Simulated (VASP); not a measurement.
SrTe:

```
Te Sr
1.0
     0.00000    3.30760    3.30760
     3.30760    0.00000    3.30760
     3.30760    3.30760    0.00000
Te Sr
1 1
Cartesian
  3.3076 3.3076 3.3076
  0.0000 0.0000 0.0000
```

The cell was built by a generator and needn't be a form met in nature.

Base run:

```yaml
Program: VASP 6.6.1
Functional: TB-mBJ
Potentials_or_basis: VASP PAW PBE potentials, release 64 (Te, Sr_sv)
Cutoff: 520 eV
k_mesh: 8 × 8 × 8
Occupations: gaussian, width 0.03 eV
Spin: no spin polarisation
```

Its results: band gap on the k mesh 2.32 eV, indirect (least direct gap 3.01 eV).

**Question.** The run is repeated on the same cell with these changes: functional from TB-mBJ to LDA; potentials or basis from VASP PAW PBE potentials, release 64 (Te, Sr_sv) to VASP PAW LDA potentials, release 64 (Te, Sr_sv). What comes out?

**Answer.** Band gap on the k mesh 1.52 eV, indirect (least direct gap 2.28 eV).

Caveats: spin-orbit coupling is left out, which moves the levels of the heavy elements.
